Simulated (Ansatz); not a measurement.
# Gallium, simple cubic: HSE06 at the PBE geometry

How do the levels change when part of the exchange is made exact, and what does it cost? Spin polarisation is left out. The geometry was relaxed under PBE beforehand and is kept. Exact exchange is dear, so the k-mesh is coarse, and PBE is run on the same mesh for comparison.

Computed with Ansatz 0.2.0 (DFT, plane waves (420 eV) with PBE-made PAW files, scalar-relativistic; functionals as named at each step, unless a step says otherwise).

## (1) The structure to begin with

The structure is cubic, space group Pm-3m (No. 221). The conventional cell has a = 2.722 Å, b = 2.722 Å, c = 2.722 Å, α = 90.00°, β = 90.00°, γ = 90.00°. Ga (site symmetry m-3m) is surrounded by 6 Ga at 2.72 Å.

Structure file:

```xyz
1
Lattice="2.7219 0.0000 0.0000 0.0000 2.7219 0.0000 0.0000 0.0000 2.7219" Properties=species:S:1:pos:R:3 pbc="T T T"
Ga    0.0000    0.0000    0.0000
```

## (2) PBE on the coarse mesh

The run with PBE.

Input file input.yaml:

```yaml
crystal:
  lattice:
    - [2.7218595216, 0.0, 0.0]
    - [0.0, 2.7218595216, 0.0]
    - [0.0, 0.0, 2.7218595216]
  atoms:
    - { symbol: Ga, position: [0.0, 0.0, 0.0] }
hamiltonian:
  xc: pbe
  pseudopotentials:
    kind: paw
    azcp:
      Ga: "pseudopotentials/Ga.paw.azcp"
basis:
  ecutwfc: 420
  fft_grid_basis: typed
kpoints:
  mp_grid: { grid: [6, 6, 6], shift: [0, 0, 0] }
magnetization:
  spin_polarized: false
scf:
  occupations: { method: fermi_dirac, width: 0.1 }
```

Command:

```bash
$ ansatz run input.yaml --threads 4 --pin off --max-ram 8192MiB --backend cpu --events-out ev --progress --plain --runs-dir out
```

The program printed:

```text
Warning: RAYON_NUM_THREADS=4 ignored (pool sized by the plan → 4); use --threads N
Engine: ansatz 0.2.0, aarch64-unknown-linux-gnu
Pseudopotentials: kind: paw
Pseudopotential: Ga, paw, valence charge 13, recommended cutoff 420 eV (normal), <dir>
Functional definition: PBE
  parameter kappa = 0.804
  parameter beta = 0.06672455060314922
  exchange = pbe_x(kappa = kappa, mu = beta*pi^2/3)
  correlation = pbe_c(beta = beta)
Crystal: 1 atoms, lattice volume = 20.165 Å³
Basis set: ecut = 420 eV, 389 PW (Γ)
Bands: 11, of which v1, the nominal top of the filled ones, is band 7 counted from 1 (6 counted from 0)
Symmetry: 48 space group operations
Space group: Pm-3m (ITA 221), of the structure as read, at distance tolerance 2.7e-5 Å
k-points: 20 of 216
Non-local potential: Ga, projectors of the file, l = 0: 2, l = 1: 2, l = 2: 3, l = 3: 1
PAW form: soft (Blöchl's): semilocal exchange-correlation on the pseudo side does not see the compensation charge
PAW one-centre angular grid: Ga, 590 points (default); XC on 64 Gauss nodes
Initial density: superposition of atomic densities (neutral atoms: chi_scale 0, normalization atom), corrected by the library's trained network
Initial wavefunctions: pseudopotential atomic-orbital guess
Functional: x = pbe(κ = 0.804, μ = 0.2195149727645171), c = pbe(β = 0.06672455060314922)
SCF iter   1: F=—  HF=-3782.879121 eV  |F-HF|=—  |Δ(HF+E_count)|=         —  Δρ=9.12e-4  dr2=1.26e-4  ethr=1.77e-3  ⟨swp⟩=5.2  Hψ=1301  notcnv=0
preconditioner: auto → none  [metal: Δε(μ)=0.204 eV  Ē_g=21.529 eV  σ=0.100 eV  W_gap=0.47  n_scr=6 (ndim 8)  ℏωp=29.8 eV  f_vac=0.000  D(μ)=0.78/eV (n_scr^D=6)  sad-step TF]
SCF iter   2: F=—  HF=-3782.878935 eV  |F-HF|=—  |Δ(HF+E_count)|=   1.86e-4  Δρ=4.62e-4  dr2=1.45e-5  ethr=9.70e-7  ⟨swp⟩=2.0  Hψ=487  notcnv=0
SCF iter   3: F=—  HF=-3782.878947 eV  |F-HF|=—  |Δ(HF+E_count)|=   1.19e-5  Δρ=2.46e-4  dr2=5.17e-6  ethr=1.11e-7  ⟨swp⟩=2.0  Hψ=319  notcnv=0
SCF iter   4: F=—  HF=-3782.878955 eV  |F-HF|=—  |Δ(HF+E_count)|=   8.63e-6  Δρ=5.70e-5  dr2=3.75e-7  ethr=3.97e-8  ⟨swp⟩=2.0  Hψ=346  notcnv=0
iter 5 did not close the SCF: its close was put off for the readings that it lacked (scf_convergence_deferred on its scf_iter line)
SCF iter   5: F=-3782.878956 eV  HF=-3782.878956 eV  |F-HF|=1.18e-9  |Δ(HF+E_count)|=   4.58e-7  Δρ=4.37e-6  dr2=2.30e-9  ethr=2.89e-9  ⟨swp⟩=2.0  Hψ=343  notcnv=0
SCF iter   6: F=-3782.878956 eV  HF=-3782.878956 eV  |F-HF|=5.00e-12  |Δ(HF+E_count)|=   2.61e-9  Δρ=3.45e-7  dr2=7.99e-12  ethr=1.77e-11  ⟨swp⟩=1.1  Hψ=645  notcnv=0
SCF 1 converged in 6 iterations: F = -3782.878956 eV  dr2 = 7.99e-12
SCF converged after 6 iterations
Free energy (F): -3782.878956 eV
Harris-Foulkes:  -3782.878956 eV  (|F-HF|=5.00e-12)
Internal energy: -3782.853246 eV  (E = F + TS)
E sigma→0 (E₀):  -3782.866101 eV
Entropy (-TS):   -0.025710 eV (-25.710 meV/atom)
Fermi energy:    8.646947 eV
--- Per-component energies (eV) ---
  E_band       = -48.178839
  E_kinetic    = 114.659711
  E_local      = -1871.502162  (includes V_loc(G=0)·N_el)
  E_nonlocal   = 421.971629
  E_hartree    = 875.028443
  E_xc         = -69.252926
  E_vxc        = -57.983750  (∫ρ·V_xc dr)
  E_paw        = -1985.382836  (= ΣΔE_a)
  E_vpaw       = -405.381138  (= ΣTr[D̂ρ^β])
  E_aug_tail   = -0.000101  (compensation charges beyond the density's cutoff)
  E_ewald      = -1268.375002
  E_smearing   = -0.025710  (= −TS)
  E_closure    = 0.000000  (closes the sum)
  Σ components = -3782.878956   (vs F -3782.878956, Δ=0.00e0)
```

It took 0.2 s on 4 threads of Arm Neoverse V2, shared host; peak memory 0.24 GiB.

## (3) HSE06, coarse mesh

The run with HSE06.

input.yaml: that of step 2 with these lines changed.

```diff
@@ -8,3 +8,3 @@
 hamiltonian:
-  xc: pbe
+  xc: hse06
   pseudopotentials:
```

Command:

```bash
$ ansatz run input.yaml --threads 4 --pin off --max-ram 8192MiB --backend cpu --events-out ev --progress --plain --runs-dir out
```

The program printed:

```text
Warning: RAYON_NUM_THREADS=4 ignored (pool sized by the plan → 4); use --threads N
[... 3 set-up lines as earlier in the session ...]
Functional definition: HSE06
  parameter a = 0.25
  parameter omega = 0.11/bohr
  exchange = pbe_x - a*pbe_x_sr(omega) + a*exact_x_sr(omega)
  correlation = pbe_c
Crystal: 1 atoms, lattice volume = 20.165 Å³
Basis set: ecut = 420 eV, 389 PW (Γ)
Bands: 11, of which v1, the nominal top of the filled ones, is band 7 counted from 1 (6 counted from 0)
[... 2 set-up lines as earlier in the session ...]
k-points: 20 of 216
[... 2 set-up lines as earlier in the session ...]
PAW frozen core: Ga, regenerated for the run's functional, and the local potential with it (the file was generated under x = pbe(κ = 0.804, μ = 0.2195149727645171), c = pbe(β = 0.06672455060314922))
[... 3 set-up lines as earlier in the session ...]
Functional: x = pbe(κ = 0.804, μ = 0.2195149727645171), c = pbe(β = 0.06672455060314922), warm-up for x = pbe(κ = 0.804, μ = 0.2195149727645171) + 0.25 (exact − pbe) at short range (hse, ω = 0.20786987370883472 Å⁻¹), c = pbe(β = 0.06672455060314922); HSE06 as pw.x's `hse` composes it (authors' and Libxc's form: `xc: wpbeh`)
SCF iter   1: F=—  HF=-3782.879400 eV  |F-HF|=—  |Δ(HF+E_count)|=         —  Δρ=9.76e-4  dr2=1.37e-4  ethr=1.77e-3  ⟨swp⟩=7.3  Hψ=920  notcnv=0
preconditioner: auto → none  [metal: Δε(μ)=0.204 eV  Ē_g=21.538 eV  σ=0.100 eV  W_gap=0.46  n_scr=6 (ndim 8)  ℏωp=29.8 eV  f_vac=0.000  D(μ)=0.78/eV (n_scr^D=6)  sad-step TF]
SCF iter   2: F=—  HF=-3782.879420 eV  |F-HF|=—  |Δ(HF+E_count)|=   1.99e-5  Δρ=4.06e-4  dr2=1.55e-5  ethr=1.06e-6  ⟨swp⟩=4.0  Hψ=590  notcnv=0
SCF iter   3: F=—  HF=-3782.879431 eV  |F-HF|=—  |Δ(HF+E_count)|=   1.08e-5  Δρ=2.15e-4  dr2=4.33e-6  ethr=1.19e-7  ⟨swp⟩=3.0  Hψ=458  notcnv=0
SCF iter   4: F=—  HF=-3782.879437 eV  |F-HF|=—  |Δ(HF+E_count)|=   6.72e-6  Δρ=9.34e-5  dr2=1.11e-6  ethr=3.33e-8  ⟨swp⟩=2.9  Hψ=377  notcnv=0
iter 5 solved again at ethr=2.40e-10 eV; its pass at ethr=8.51e-9 eV (dr2=3.12e-8 eV) is discarded
SCF iter   5: F=—  HF=-3782.879438 eV  |F-HF|=—  |Δ(HF+E_count)|=   1.13e-6  Δρ=2.13e-5  dr2=3.12e-8  ethr=2.40e-10  ⟨swp⟩=3.0  Hψ=844  notcnv=0
SCF iter   6: F=—  HF=-3782.879438 eV  |F-HF|=—  |Δ(HF+E_count)|=   6.48e-8  Δρ=3.98e-6  dr2=2.27e-9  ethr=2.40e-10  ⟨swp⟩=3.0  Hψ=486  notcnv=0
SCF iter   7: F=-3782.879438 eV  HF=-3782.879438 eV  |F-HF|=4.55e-11  |Δ(HF+E_count)|=  6.55e-11  Δρ=7.25e-7  dr2=6.72e-11  ethr=1.74e-11  ⟨swp⟩=3.0  Hψ=394  notcnv=0
SCF 1 converged in 7 iterations: F = -3782.879438 eV  dr2 = 6.72e-11
Initial density: handed on by an earlier stage of this run
Initial wavefunctions: those handed on with the density
Functional: x = pbe(κ = 0.804, μ = 0.2195149727645171) + 0.25 (exact − pbe) at short range (hse, ω = 0.20786987370883472 Å⁻¹), c = pbe(β = 0.06672455060314922); HSE06 as pw.x's `hse` composes it (authors' and Libxc's form: `xc: wpbeh`)
Exchange kernel: α = 0.2500, screened, ω = 0.2079 Å⁻¹, Wigner–Seitz truncation, v(0) = 1036.5683 eV·Å³, q-mesh 6×6×6, nearest image of the exchange supercell L = 16.33 Å, pair-density grid 12×12×12, without the augmentation charges, whose exchange is taken in its separable form by FFT convolution over the k-point mesh (sized by the pseudopotential files, 20×20×20 at the most), smooth part of the exact exchange by density-matrix convolution
Frozen-core exchange: fock
iter 1 solved again at ethr=1.19e-4 eV; its pass at ethr=1.00e-1 eV (dr2=1.54e-2 eV) is discarded
SCF iter   1: F=—  HF=-3783.252257 eV  |F-HF|=—  |Δ(HF+E_count)|=         —  Δρ=1.71e-2  dr2=2.50e-2  ethr=1.19e-4  ⟨swp⟩=4.0  Hψ=1116  notcnv=0
eigensolver tolerance schedule calibrated: the retry pair's looser diagonalisation under-reported the residual by θ = 0.32 (0.11/decade); ethr = c·dr2/N_el runs at the constant in force after the calibration composes with the one it found (an armed cap, an earlier calibration), c = 8.3e-2
preconditioner: auto → none  [insulator: Δε(μ)=0.232 eV  Ē_g=24.912 eV  σ=0.100 eV  W_gap=0.51  n_scr=6 (ndim 8)  ℏωp=29.8 eV  f_vac=0.000  D(μ)=0.68/eV (n_scr^D=6)]
SCF iter   2: F=—  HF=-3783.237600 eV  |F-HF|=—  |Δ(HF+E_count)|=   1.47e-2  Δρ=2.25e-3  dr2=9.79e-4  ethr=1.19e-4  ⟨swp⟩=4.0  Hψ=635  notcnv=0
SCF iter   3: F=—  HF=-3783.241016 eV  |F-HF|=—  |Δ(HF+E_count)|=   3.42e-3  Δρ=3.49e-3  dr2=8.61e-4  ethr=4.14e-6  ⟨swp⟩=4.0  Hψ=590  notcnv=0
SCF iter   4: F=—  HF=-3783.241003 eV  |F-HF|=—  |Δ(HF+E_count)|=   1.37e-5  Δρ=1.47e-3  dr2=1.88e-4  ethr=4.14e-6  ⟨swp⟩=2.0  Hψ=353  notcnv=0
SCF iter   5: F=—  HF=-3783.241027 eV  |F-HF|=—  |Δ(HF+E_count)|=   2.42e-5  Δρ=1.36e-4  dr2=8.20e-6  ethr=9.19e-7  ⟨swp⟩=3.0  Hψ=372  notcnv=0
SCF iter   6: F=—  HF=-3783.241148 eV  |F-HF|=—  |Δ(HF+E_count)|=   1.21e-4  Δρ=2.03e-4  dr2=3.13e-6  ethr=8.16e-9  ⟨swp⟩=4.0  Hψ=710  notcnv=0
SCF iter   7: F=-3783.241143 eV  HF=-3783.241143 eV  |F-HF|=1.24e-7  |Δ(HF+E_count)|=   5.25e-6  Δρ=3.94e-5  dr2=1.70e-7  ethr=8.16e-9  ⟨swp⟩=4.0  Hψ=590  notcnv=0
SCF 2 stopped early in 7 iterations: F = -3783.241143 eV  dr2 = 1.70e-7
hybrid outer 1: dexx = +4.242e-3 eV, tail = 1.88e-5 eV
Exchange kernel: α = 0.2500, screened, ω = 0.2079 Å⁻¹, Wigner–Seitz truncation, v(0) = 1036.5683 eV·Å³, q-mesh 6×6×6, nearest image of the exchange supercell L = 16.33 Å, pair-density grid 12×12×12, without the augmentation charges, whose exchange is taken in its separable form by FFT convolution over the k-point mesh (sized by the pseudopotential files, 20×20×20 at the most), smooth part of the exact exchange by density-matrix convolution
Frozen-core exchange: fock
SCF iter   1: F=—  HF=-3783.241010 eV  |F-HF|=—  |Δ(HF+E_count)|=         —  Δρ=2.12e-5  dr2=5.83e-8  ethr=7.24e-7  ⟨swp⟩=3.5  Hψ=473  notcnv=0
preconditioner: auto → none  [insulator: Δε(μ)=0.233 eV  Ē_g=24.623 eV  σ=0.100 eV  W_gap=0.51  n_scr=6 (ndim 8)  ℏωp=29.8 eV  f_vac=0.000  D(μ)=0.66/eV (n_scr^D=6)]
SCF iter   2: F=—  HF=-3783.241011 eV  |F-HF|=—  |Δ(HF+E_count)|=   6.93e-7  Δρ=1.10e-5  dr2=2.91e-8  ethr=3.30e-10  ⟨swp⟩=4.0  Hψ=661  notcnv=0
SCF iter   3: F=-3783.241011 eV  HF=-3783.241011 eV  |F-HF|=5.80e-10  |Δ(HF+E_count)|=   4.07e-8  Δρ=3.83e-6  dr2=1.79e-8  ethr=8.47e-11  ⟨swp⟩=4.0  Hψ=589  notcnv=0
SCF 3 converged in 3 iterations: F = -3783.241011 eV  dr2 = 1.79e-8
hybrid outer 2: dexx = +1.621e-7 eV, tail = 4.42e-8 eV, Δε = 5.00e-3 eV (about 3.09e-4 eV left of the loop's levels)
hybrid SCF converged: 2 outer / 10 inner (+7 warm-up), last move |dexx| = 1.62e-7 eV, tail = 4.42e-8 eV
Stability not checked: this state was not tested for a lower state beside it, because the functional holds exact exchange (a hybrid, or Hartree-Fock), whose exchange loop this test does not read (fock_operator; see scf.lower_state_search)
Free energy (F): -3783.241011 eV
Frozen-core exchange: fock
Harris-Foulkes:  -3783.241011 eV  (|F-HF|=5.80e-10)
Internal energy: -3783.218958 eV  (E = F + TS)
E sigma→0 (E₀):  -3783.229984 eV
Entropy (-TS):   -0.022053 eV (-22.053 meV/atom)
Fermi energy:    8.613753 eV
--- Per-component energies (eV) ---
  E_band       = -79.953097
  E_kinetic    = 113.697858
  E_local      = -1875.042178  (includes V_loc(G=0)·N_el)
  E_nonlocal   = 423.076963
  E_hartree    = 879.571868
  E_xc         = -55.605188
  E_vxc        = -46.394668  (∫ρ·V_xc dr)
  E_exx        = -47.647090  (= α·E_x^exact, valence–valence)
  E_paw        = -1953.008331  (= ΣΔE_a)
  E_vpaw       = -359.140634  (= ΣTr[D̂ρ^β])
  E_aug_tail   = -0.000104  (compensation charges beyond the density's cutoff)
  E_ewald      = -1268.375002
  E_core_change = 0.112246  (= ΣΔE_core)
  E_smearing   = -0.022053  (= −TS)
  E_closure    = -0.000000  (closes the sum)
  Σ components = -3783.241011   (vs F -3783.241011, Δ=0.00e0)
--- Band table (eV; the first three rows and the last of 20) ---
  k-point 0: bands = ["-9.4608", "-9.4608", "-8.9638", "-8.9638", "-8.9638", "-3.3254", "18.3593", "18.3593", "18.3593"]
  k-point 1: bands = ["-9.4515", "-9.3749", "-8.9984", "-8.9984", "-8.9610", "-2.6944", "13.2028", "18.9682", "18.9682"]
  k-point 2: bands = ["-9.4330", "-9.2107", "-9.0667", "-9.0667", "-8.9553", "-0.7878", "7.5773", "20.6159", "20.6159"]
  k-point 19: bands = ["-9.2867", "-9.2867", "-9.2867", "-8.8163", "-8.8163", "11.5934", "11.5934", "11.5934", "13.0963"]
  guard bands above this table: 2 of the run's 11 bands. The solve was not asked for them (output.publish_guard_bands: true or output.eigenvalues: true publishes all)
```

Run time: 2.4 s. Hardware: 4 threads of Arm Neoverse V2, shared host; peak memory 0.66 GiB.

## (4) Side by side

```tsv
functional	gap on the mesh	Fermi energy (eV)	SCF cycles	exchange loops	CPU time
PBE	none (levels filled in part)	8.647	6	-	0.41 s
HSE06	none (levels filled in part)	8.614	17	2	6.6 s
```

## (5) Summary of results

| quantity | value |
| --- | --- |
| PBE: gap | none (levels filled in part) |
| HSE06: gap | none (levels filled in part) |
| HSE06: SCF cycles, exchange loops | 17, 2 |
| HSE06: CPU time over that of PBE | 16 |
| HSE06: relative to alpha-Ga (Cmce) | +145 meV/atom |

In words: Both PBE and HSE06 leave levels filled in part. The hybrid took 16 times as much CPU time as PBE on the same settings. The exchange operator of HSE06 was renewed in 2 outer loops. To compare with dense-mesh energies, the change of PBE from this mesh and smearing to its dense run (-70.7 meV/atom, from a run not shown) is added. Under HSE06 it lies 145 meV/atom above alpha-Ga (Cmce) (computed apart in the same way); on such meshes a few tens of meV are uncertain for metals. The total energies in the logs cannot be compared from one functional to another.
